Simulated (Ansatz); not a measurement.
The system is BaTiO3.

```xyz
10
Lattice="-2.8277 -1.6326 -2.3177 2.8277 -4.8977 0.0000 -2.8277 -1.6326 4.6355" Properties=species:S:1:pos:R:3 pbc="T T T"
Ba    0.0173   -6.4883    4.4750
Ba   -2.8449   -4.9396    0.1605
Ti   -0.0507   -6.4912    1.1667
Ti    0.0507   -3.3041   -0.9720
O    -2.9184   -3.1975    2.1689
O     0.0907   -4.8993   -0.0148
O    -1.2876   -5.6890    2.2893
O    -1.4829   -2.5067   -0.1352
O    -4.0760   -2.5422   -0.0739
O     1.1912   -2.3885   -0.0897
```

- Program: Ansatz 0.2.0
- Task: relaxation of cell and atoms
- Functional: BLYP
- Potentials or basis: Ansatz PAW
- Cutoff: 420 eV (not typed: the program's choice for these potentials)
- k mesh: 7 × 5 × 5
- Occupations: fermi-dirac, width 0.05 eV
- Spin: no spin polarisation

At the start: volume 12.84 Å³/atom.

Where does the relaxation end?

It ends after 14 steps and the volume is 14.04 Å³/atom (+9.3 %); space group R3m (No. 160, to 0.05 Å).

The path:
```csv
step,energy change (eV),largest force (eV/Å),volume (Å³)
1,0.0000,3.3310,128.39
2,-0.9726,1.3354,136.54
3,-1.1869,0.6246,142.37
4,-1.2571,0.0532,139.14
5,-1.2612,0.0703,138.69
6,-1.2620,0.0736,138.82
7,-1.2636,0.0639,139.00
8,-1.2640,0.0516,139.02
9,-1.2734,0.0750,139.08
10,-1.2740,0.0057,139.11
11,-1.3370,0.0060,139.11
12,-1.3347,0.0156,140.50
13,-1.3353,0.0034,140.38
14,-1.3401,0.0032,140.38
```

Final structure:
```
Ba Ti O
1.0
    -2.90618   -1.67774   -2.40232
     2.90347   -5.03090    0.00168
    -2.90304   -1.67831    4.80120
Ba Ti O
2 2 6
Direct
  0.99165 0.00009 0.00819
  0.99163 0.50009 0.50818
  0.47643 0.00012 0.52330
  0.47644 0.50013 0.02330
  0.51284 0.24274 0.72995
  0.51284 0.74274 0.22995
  0.51295 0.75705 0.73002
  0.51294 0.25706 0.23002
  0.02744 0.99999 0.48725
  0.02745 0.49998 0.98724
```

Caveat: the plane-wave basis is chosen anew once the cell has moved, so the energies of steps on either side of that aren't comparable; the pressure holds a Pulay correction of +0.6 GPa for the finite cutoff; the PAW data sets come from PBE, with cores solved anew for the run's functional, which leaves a small shift of forces and pressure.
